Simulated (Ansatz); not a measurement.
A run of Ansatz 0.2.0 is set up as follows.

Contents of input.yaml:

```yaml
crystal:
  lattice:
    - [2.4719999032, 0.0, 0.0]
    - [-1.2359999516, 2.1408147143, 0.0]
    - [0.0, 0.0, 4.02114408]
  atoms:
    - { symbol: Co, position: [0.6666666667, 0.3333333333, 0.75], spin: 2.0 }
    - { symbol: Co, position: [0.3333333333, 0.6666666667, 0.25], spin: 2.0 }
hamiltonian:
  xc: r2scan
  pseudopotentials: { kind: paw }
magnetization:
  spin_polarized: true
kpoints:
  mp_grid: { grid: [12, 12, 7] }
  band_path:
    path:
      - [[0.0, 0.0, 0.0], [0.5, 0.0, 0.0], [0.3333333333, 0.3333333333, 0.0], [0.0, 0.0, 0.0], [0.0, 0.0, 0.5], [0.5, 0.0, 0.5], [0.3333333333, 0.3333333333, 0.5], [0.0, 0.0, 0.5]]
      - [[0.5, 0.0, 0.5], [0.5, 0.0, 0.0]]
      - [[0.3333333333, 0.3333333333, 0.0], [0.3333333333, 0.3333333333, 0.5]]
    npoints: 14
scf:
  occupations: { method: fermi_dirac, width: 0.05 }
  n_extra_bands: 6
output:
  forces: true
  stress: true
  eigenvalues: true
  fatbands: false
  write_density: true
  write_potential: true
  elf: true
  volumetric_format: npy
```

Potentials or basis: Ansatz PAW.

Command:

```sh
$ ansatz run input.yaml --threads 2 --pin off --max-ram 5120MiB --backend cpu --events-out ev --progress --plain --runs-dir out
```

**Question.** Estimate the site moments.

**Answer.** Co +1.91 μB.

**Question.** Predict the net moment.

**Answer.** 3.56 μB per cell.

Stress tensor (GPa, compression positive):
```
-0.08  0.00  0.00
 0.00 -0.08  0.00
 0.00  0.00  0.97
```

Caveat: the magnetic or orbital state may not be the lowest; the PAW data sets come from PBE, with cores solved anew for the run's functional, which leaves a small shift of forces and pressure.
